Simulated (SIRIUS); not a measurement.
Crystal: C.

```
CELL_PARAMETERS angstrom
0.00000 1.78337 1.78337
1.78337 0.00000 1.78337
1.78337 1.78337 0.00000
ATOMIC_POSITIONS crystal
C 0.75000 0.75000 0.75000
C 0.50000 0.50000 0.50000
```

This isn't the form of C at room conditions, which is graphite.

```yaml
Program: SIRIUS 7.12.0
Task: single point
Functional: PBEsol
Potentials_or_basis: PseudoDojo 0.4.1 PBEsol standard (scalar relativistic)
Cutoff: 1127 eV
Density_cutoff: 4507 eV
k_mesh: 13 × 13 × 13
Occupations: fermi-dirac, width 0.05 eV
Spin: no spin polarisation
```

On this cell: pressure -3.2 GPa; largest force zero by symmetry; band gap on the k mesh 4.05 eV.

The same run follows on a disturbed copy (atoms moved at random, drawn with an rms of 0.05 Å):

```
C
1.0
     0.00000    1.78337    1.78337
     1.78337    0.00000    1.78337
     1.78337    1.78337    0.00000
C
2
Direct
  0.74778 0.75306 0.75416
  0.48928 0.49860 0.49360
```

Q: What does the disturbed cell give?

A: The energy moves by +21.0 meV/atom; pressure -2.4 GPa; largest force 1.663 eV/Å; band gap on the k mesh 3.15 eV.

Forces in eV/Å, atoms in the order of the input:
```
C   -0.898 -1.184 -0.747
C    0.898  1.184  0.747
```

Stress tensor (GPa, compression positive):
```
-2.42 -0.54 -1.29
-0.54 -2.53 -0.81
-1.29 -0.81 -2.37
```

Caveats: an odd mesh through Γ misses points on the zone boundary, where band edges often lie.
